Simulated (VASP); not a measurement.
# MgO in VASP: one cell, several levels of theory

MgO in the rocksalt structure, under -1.0 % equal strain in all directions is computed at one geometry. Runs: PBE, r2SCAN. The results are then set beside those of Ansatz 0.2.0 for the same cell.

The runs shown are made with VASP 6.6.1. PAW datasets, plane waves. (Simulation; spin polarisation is off.)

### 1 The cell

The cell comes from an earlier relaxation with r2SCAN in another program.

Space group Fm-3m (No. 225), cubic; a = 4.162 Å in the conventional setting, 9.01 Å³ an atom. Mg has 6 O at 2.08 Å; O has 6 Mg at 2.08 Å.

The structure in full:

```xyz
2
Lattice="0.0000 2.0811 2.0811 2.0811 0.0000 2.0811 2.0811 2.0811 0.0000" Properties=species:S:1:pos:R:3 pbc="T T T"
Mg    0.0000    0.0000    0.0000
O     2.0811    2.0811    2.0811
```

### 2 Single point with PBE

File INCAR:

```
ENCUT = 520.000000
SIGMA = 0.020000
EDIFF = 1.00e-07
GGA = PE
PREC = Accurate
IBRION = -1
ISIF = 2
ISMEAR = -1
NBANDS = 11
NELM = 120
NSW = 0
LASPH = .TRUE.
LCHARG = .FALSE.
LWAVE = .FALSE.
LREAL = .FALSE.
```

File KPOINTS:

```
KPOINTS created by Atomic Simulation Environment
0
Gamma
10 10 10
0 0 0
```

File KPOINTS_OPT:

```
special points
6
Reciprocal
0.0000000000 0.0000000000 0.0000000000 1
0.5000000000 0.0000000000 0.5000000000 1
0.6250000000 0.2500000000 0.6250000000 1
0.3750000000 0.3750000000 0.7500000000 1
0.5000000000 0.5000000000 0.5000000000 1
0.5000000000 0.2500000000 0.7500000000 1
```

File POSCAR:

```
Mg O
 1.0000000000000000
     0.0000000000000000    2.0811457412999999    2.0811457412999999
     2.0811457412999999    0.0000000000000000    2.0811457412999999
     2.0811457412999999    2.0811457412999999    0.0000000000000000
 Mg  O
   1   1
Cartesian
  0.0000000000000000  0.0000000000000000  0.0000000000000000
  2.0811457412999999  2.0811457412999999  2.0811457412999999
```

The run uses the recommended PBE PAW datasets (8 valence electrons a neutral cell).

Started as:

```console
$ mpirun -np 1 vasp_std
```

Standard output, without the iteration lines:

```text
POSCAR found type information on POSCAR MgO
 POSCAR found :  2 types and       2 ions
 LDA part: xc-table for (Slater+PW92), standard interpolation
 POSCAR, INCAR and KPOINTS ok, starting setup
 FFT: planning ... GRIDC
 FFT: planning ... GRID_SOFT
 FFT: planning ... GRID
 WAVECAR not read
 entering main loop
 Start KPOINTS_OPT (optional k-point list driver)
k-point batch [1-6\6]
```

OSZICAR:

```text
N       E                     dE             d eps       ncg     rms          rms(c)
DAV:   1     0.143450816500E+02    0.14345E+02   -0.46498E+03  1162   0.657E+02
DAV:   2    -0.128638866436E+02   -0.27209E+02   -0.26404E+02  1200   0.138E+02
DAV:   3    -0.134435883016E+02   -0.57970E+00   -0.57939E+00  1256   0.172E+01
DAV:   4    -0.134449602449E+02   -0.13719E-02   -0.13719E-02  1103   0.981E-01
DAV:   5    -0.134449646578E+02   -0.44128E-05   -0.44128E-05  1226   0.538E-02    0.726E+00
DAV:   6    -0.118910161480E+02    0.15539E+01   -0.85088E+00  1070   0.163E+01    0.216E+00
DAV:   7    -0.118809079386E+02    0.10108E-01   -0.50276E-02  1130   0.205E+00    0.134E+00
DAV:   8    -0.118760538923E+02    0.48540E-02   -0.25047E-02  1079   0.179E+00    0.221E-01
DAV:   9    -0.118757315460E+02    0.32235E-03   -0.51429E-04  1169   0.157E-01    0.123E-01
DAV:  10    -0.118757379624E+02   -0.64165E-05   -0.45409E-04  1136   0.156E-01    0.985E-03
DAV:  11    -0.118757395425E+02   -0.15800E-05   -0.24884E-06  1196   0.135E-02    0.491E-03
DAV:  12    -0.118757393688E+02    0.17372E-06   -0.53674E-07  1160   0.567E-03    0.383E-04
DAV:  13    -0.118757393852E+02   -0.16426E-07   -0.29798E-08   610   0.922E-04
   1 F= -.11875739E+02 E0= -.11875739E+02  d E =-.276779E-10
       N       E                     dE             ncg
DAV:   1     0.829251180702E+03   -0.19062E+04      148
DAV:   2     0.663579492304E+03   -0.16567E+03      161
DAV:   3     0.660190420342E+03   -0.33891E+01      159
DAV:   4     0.660184574050E+03   -0.58463E-02      144
DAV:   5     0.660184554161E+03   -0.19889E-04      156
DAV:   6     0.660184554074E+03   -0.87295E-07      144
```

The lines after F= are the extra pass for the points of KPOINTS_OPT, at fixed density; their E is not a total energy.

From OUTCAR:

```text
k-points           NKPTS =     47   k-points in BZ     NKDIM =     47   number of bands    NBANDS=     11

   NELECT =       8.0000    total number of electrons

   dimension x,y,z NGX =    24 NGY =   24 NGZ =   24
   dimension x,y,z NGXF=    48 NGYF=   48 NGZF=   48

  energy-cutoff  :      520.00
  volume of cell :       18.03
      direct lattice vectors                 reciprocal lattice vectors
     0.000000000  2.081145741  2.081145741    -0.240252276  0.240252276  0.240252276
     2.081145741  0.000000000  2.081145741     0.240252276 -0.240252276  0.240252276
     2.081145741  2.081145741  0.000000000     0.240252276  0.240252276 -0.240252276

 k-points in reciprocal lattice and weights: KPOINTS created by Atomic Simulation Env
   0.00000000  0.00000000  0.00000000       0.001
   0.10000000  0.00000000  0.00000000       0.008
   0.20000000  0.00000000  0.00000000       0.008
   0.30000000  0.00000000  0.00000000       0.008
   0.40000000  0.00000000  0.00000000       0.008
   0.50000000  0.00000000  0.00000000       0.004
   0.10000000  0.10000000  0.00000000       0.006
   0.20000000  0.10000000  0.00000000       0.024
[... 39 more k-points ...]

 E-fermi :   3.8282

 k-point     1 :       0.0000    0.0000    0.0000
  band No.  band energies     occupation
      1     -13.9907      2.00000
      2       3.4599      2.00000
      3       3.4599      2.00000
      4       3.4599      2.00000
      5       8.5413      0.00000
      6      19.4613      0.00000
      7      19.4613      0.00000
      8      19.4613      0.00000
      9      23.4732      0.00000
     10      25.2896      0.00000
     11      25.2896      0.00000

 k-point     2 :       0.1000    0.0000    0.0000
  band No.  band energies     occupation
      1     -13.8780      2.00000
      2       2.8011      2.00000
      3       3.3879      2.00000
      4       3.3879      2.00000
      5       9.1661      0.00000
      6      18.2018      0.00000
      7      19.7150      0.00000
      8      19.7150      0.00000
      9      24.6125      0.00000
     10      24.6125      0.00000
     11      25.1970      0.00000

 k-point     3 :       0.2000    0.0000    0.0000
  band No.  band energies     occupation
      1     -13.5682      2.00000
      2       1.4446      2.00000
      3       3.2059      2.00000
      4       3.2059      2.00000
      5      10.3573      0.00000
      6      16.7007      0.00000
      7      20.2449      0.00000
      8      20.2449      0.00000
      9      23.9344      0.00000
     10      23.9344      0.00000
     11      26.3042      0.00000

 k-point     4 :       0.3000    0.0000    0.0000
  band No.  band energies     occupation
      1     -13.1484      2.00000
      2       0.0714      2.00000
      3       2.9921      2.00000
      4       2.9921      2.00000
      5      11.2564      0.00000
      6      16.0845      0.00000
      7      20.4273      0.00000
      8      20.4273      0.00000
      9      24.3735      0.00000
     10      24.3735      0.00000
     11      25.7003      0.00000

 k-point     5 :       0.4000    0.0000    0.0000
  band No.  band energies     occupation
      1     -12.7699      2.00000
      2      -0.9395      2.00000
      3       2.8272      2.00000
      4       2.8272      2.00000
      5      11.5572      0.00000
      6      16.2701      0.00000
      7      20.2464      0.00000
      8      20.2464      0.00000
      9      25.1139      0.00000
     10      25.6585      0.00000
     11      25.6585      0.00000

 k-point     6 :       0.5000    0.0000    0.0000
  band No.  band energies     occupation
      1     -12.6138      2.00000
      2      -1.3152      2.00000
      3       2.7659      2.00000
      4       2.7659      2.00000
      5      11.5859      0.00000
      6      16.4773      0.00000
      7      20.1418      0.00000
      8      20.1418      0.00000
      9      24.8987      0.00000
     10      26.4193      0.00000
     11      26.4193      0.00000

 k-point     7 :       0.1000    0.1000    0.0000
  band No.  band energies     occupation
      1     -13.8416      2.00000
      2       2.7335      2.00000
      3       3.3000      2.00000
      4       3.3000      2.00000
      5       9.3692      0.00000
      6      17.8013      0.00000
      7      19.8376      0.00000
      8      19.8376      0.00000
      9      23.4135      0.00000
     10      25.6055      0.00000
     11      25.8245      0.00000

 k-point     8 :       0.2000    0.1000    0.0000
  band No.  band energies     occupation
      1     -13.6006      2.00000
      2       1.7367      2.00000
      3       3.1091      2.00000
      4       3.1331      2.00000
      5      10.3738      0.00000
      6      16.5503      0.00000
      7      20.2237      0.00000
      8      20.3033      0.00000
      9      22.3304      0.00000
     10      25.4346      0.00000
     11      27.4761      0.00000

 k-point     9 :       0.3000    0.1000    0.0000
  band No.  band energies     occupation
      1     -13.2200      2.00000
      2       0.4817      2.00000
      3       2.8764      2.00000
      4       2.8965      2.00000
      5      11.4304      0.00000
      6      15.8050      0.00000
      7      19.9794      0.00000
      8      20.6207      0.00000
      9      22.6519      0.00000
     10      25.5463      0.00000
     11      27.2074      0.00000

 k-point    10 :       0.4000    0.1000    0.0000
  band No.  band energies     occupation
      1     -12.8268      2.00000
      2      -0.5768      2.00000
      3       2.6064      2.00000
      4       2.7405      2.00000
      5      11.9539      0.00000
      6      15.9332      0.00000
      7      19.4048      0.00000
      8      20.5559      0.00000
      9      23.9395      0.00000
     10      26.3612      0.00000
     11      26.7112      0.00000

 k-point    11 :       0.5000    0.1000    0.0000
  band No.  band energies     occupation
      1     -12.5919      2.00000
      2      -1.1343      2.00000
      3       2.4217      2.00000
      4       2.6921      2.00000
      5      12.0550      0.00000
      6      16.3288      0.00000
      7      19.1083      0.00000
      8      20.4161      0.00000
      9      25.1290      0.00000
     10      26.5081      0.00000
     11      26.7328      0.00000

 k-point    12 :      -0.4000    0.1000    0.0000
  band No.  band energies     occupation
      1     -12.6424      2.00000
      2      -1.0138      2.00000
      3       2.3818      2.00000
      4       2.7666      2.00000
      5      12.0577      0.00000
      6      16.2573      0.00000
      7      19.1692      0.00000
      8      20.4584      0.00000
      9      25.5606      0.00000
     10      25.6948      0.00000
     11      26.5572      0.00000

 k-point    13 :      -0.3000    0.1000    0.0000
  band No.  band energies     occupation
      1     -12.9490      2.00000
      2      -0.2580      2.00000
      3       2.5044      2.00000
      4       2.9412      2.00000
      5      11.8669      0.00000
      6      15.8955      0.00000
      7      19.5274      0.00000
      8      20.7330      0.00000
      9      23.7425      0.00000
     10      25.4128      0.00000
     11      26.8693      0.00000

 k-point    14 :      -0.2000    0.1000    0.0000
  band No.  band energies     occupation
      1     -13.3557      2.00000
      2       0.8902      2.00000
      3       2.7673      2.00000
      4       3.1573      2.00000
      5      11.1106      0.00000
      6      16.0950      0.00000
      7      19.9212      0.00000
      8      20.8313      0.00000
      9      22.6653      0.00000
     10      24.7940      0.00000
     11      27.3660      0.00000

 k-point    15 :      -0.1000    0.1000    0.0000
  band No.  band energies     occupation
      1     -13.7008      2.00000
      2       2.0666      2.00000
      3       3.1119      2.00000
      4       3.3317      2.00000
      5       9.9668      0.00000
      6      17.1083      0.00000
      7      19.9519      0.00000
      8      20.1480      0.00000
      9      23.2955      0.00000
     10      24.7245      0.00000
     11      26.8183      0.00000

 k-point    16 :       0.2000    0.2000    0.0000
  band No.  band energies     occupation
      1     -13.4436      2.00000
      2       1.3897      2.00000
      3       2.9128      2.00000
      4       2.9128      2.00000
      5      11.0339      0.00000
      6      15.6182      0.00000
      7      20.6327      0.00000
      8      20.7687      0.00000
      9      20.7687      0.00000
     10      26.5358      0.00000
     11      30.0808      0.00000

[... the tables of k-points 17 to 47 left out ...]

  Total        1.1724040      1.1724040      1.1724040     -0.0000000      0.0000000     -0.0000000
  in kB      104.1958438    104.1958438    104.1958438     -0.0000000      0.0000000     -0.0000000
  external PRESSURE =     104.1958438 kB  Pullay stress =       0.0000000 kB

 POSITION                                       TOTAL-FORCE (eV/Angst)
 -----------------------------------------------------------------------------------
      0.00000      0.00000      0.00000        -0.000000     -0.000000     -0.000000
      2.08115      2.08115      2.08115         0.000000      0.000000      0.000000
 -----------------------------------------------------------------------------------
    total drift:                               -0.000000     -0.000000      0.000000

  FREE ENERGIE OF THE ION-ELECTRON SYSTEM (eV)
  ---------------------------------------------------
  free  energy   TOTEN  =       -11.8757393852 eV

  energy  without entropy=      -11.8757393852  energy(sigma->0) =      -11.87573939
```

Hardware: 1 MPI rank of Intel Xeon Platinum 8488C, shared host.

The levels at the points of KPOINTS_OPT are read from vasprun.xml.

Levels at the named points, in eV from the top of band v (v: the last filled band by count, c: the next):

```tsv
point	v−1	v	c	c+1
Γ	0.00	0.00	5.08	16.00
X	-1.40	-1.40	9.16	10.36
U	-2.81	-1.19	10.27	12.19
K	-2.81	-1.19	10.27	12.19
L	-0.69	-0.69	8.13	13.02
W	-3.07	-1.84	11.89	11.89
```

Gap with PBE: 5.08 eV, direct (Γ). Pressure: 10.42 GPa; the forces vanish within 0.01 eV/Å.

(Part 1 of 2 ends here.)
